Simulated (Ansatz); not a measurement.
**C: hydrostatic pressure series**

All numbers below come from DFT r2SCAN, scalar-relativistic, plane waves, PAW (Ansatz 0.2.0). Settings: 500 eV cutoff, 14×14×8 k-mesh, Gaussian smearing of 0.02 eV, no spin polarisation.

Starting point, cell and atoms relaxed:

```xyz
2
Lattice="2.1268 -1.2279 -0.0110 2.1268 1.2279 -0.0110 -1.3969 0.0000 3.5424" Properties=species:S:1:pos:R:3 pbc="T T T"
C     3.5447    0.0000   -0.0183
C    -0.6879    0.0000    3.5387
```

Cell and atoms are relaxed at each pressure within the symmetry of the start, at zero temperature, so transitions that lower the symmetry aren't seen. The k-mesh given is that at zero pressure and may differ at others. a, b and c are the lengths of the cell vectors above.

```csv
P (GPa),V (Å³/atom),V/V0,a (Å),b (Å),c (Å)
0,9.23,1.000,2.456,2.456,3.808
3,8.47,0.917,2.450,2.450,3.553
8,7.91,0.856,2.441,2.441,3.374
15,7.44,0.805,2.430,2.430,3.229
30,6.82,0.739,2.410,2.410,3.047
60,6.12,0.662,2.378,2.378,2.850
```

Question: What bulk modulus and pressure derivative fit these points?

Answer: A third-order Birch–Murnaghan fit gives B0 = 26 GPa and B0' = 10.2.

Question: Which cell vector or vectors give way most up to 60 GPa?

Answer: c: the changes are a -3.2 %, b -3.2 %, c -25.2 %.